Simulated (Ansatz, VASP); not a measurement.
# CaO in VASP and in Ansatz

File INCAR:

```
SYSTEM = CaO
ALGO     = Normal         ! electronic algorithm
EDIFF    = 1E-6           ! SCF threshold, eV
ENCUT    = 520            ! plane-wave cutoff, eV
GGA      = PE             ! functional
ISIF     = 2              ! what is computed and relaxed
ISMEAR   = 0              ! smearing method
LASPH    = .True.         ! aspherical terms in the spheres
LCHARG   = .False.        ! write CHGCAR
LREAL    = .False.        ! projectors in reciprocal space
LWAVE    = .False.        ! write WAVECAR
NBANDS   = 15             ! bands
NELM     = 80             ! most SCF steps
PREC     = Accurate       ! precision mode
SIGMA    = 0.1            ! smearing width, eV
```

Contents of KPOINTS:

```
k-points
0
Gamma
  6 6 6
  0 0 0
```

POSCAR

```
CaO
1.0
    0.0000000000      2.4490000000      2.4490000000
    2.4490000000      0.0000000000      2.4490000000
    2.4490000000      2.4490000000      0.0000000000
Ca O
1 1
Direct
    0.0000000000      0.0000000000      0.0000000000
    0.5000000000      0.5000000000      0.5000000000
```

Input for Ansatz:

```yaml
crystal:
  lattice:
    - [0.0, 2.449, 2.449]
    - [2.449, 0.0, 2.449]
    - [2.449, 2.449, 0.0]
  atoms:
    - { symbol: Ca, position: [0.0, 0.0, 0.0] }
    - { symbol: O, position: [0.5, 0.5, 0.5] }
basis:
  ecutwfc: 420
kpoints:
  mp_grid: { grid: [6, 6, 6] }
hamiltonian:
  xc: pbe
scf:
  occupations: { method: gaussian, width: 0.1 }
output:
  forces: true
  stress: true
  eigenvalues: true
```

Alike in both runs: task single point; functional PBE; k mesh 6 × 6 × 6; occupations gaussian, width 0.1 eV; no spin polarisation.

|  | VASP | Ansatz |
| --- | --- | --- |
| version | VASP 6.6.1 | Ansatz 0.2.0 |
| potentials or method | VASP PAW PBE potentials, release 64 (Ca_sv, O) | scalar-relativistic, plane waves, PAW |
| plane-wave cutoff (eV) | 520 | 420 |
| valence electrons in the cell | 16 | 16 |

|  | VASP | Ansatz | Ansatz less VASP |
| --- | --- | --- | --- |
| gap on the k mesh at the Fermi level (eV) | 3.64 | 3.66 | +0.016 |
| least direct gap on the mesh (eV) | 4.03 | 4.04 | +0.017 |
| pressure (GPa) | -3.6 | -4.0 | -0.43 |

The functional is the same, so the differences come from potentials, cutoffs and numerics.

A k mesh can miss the band edges.
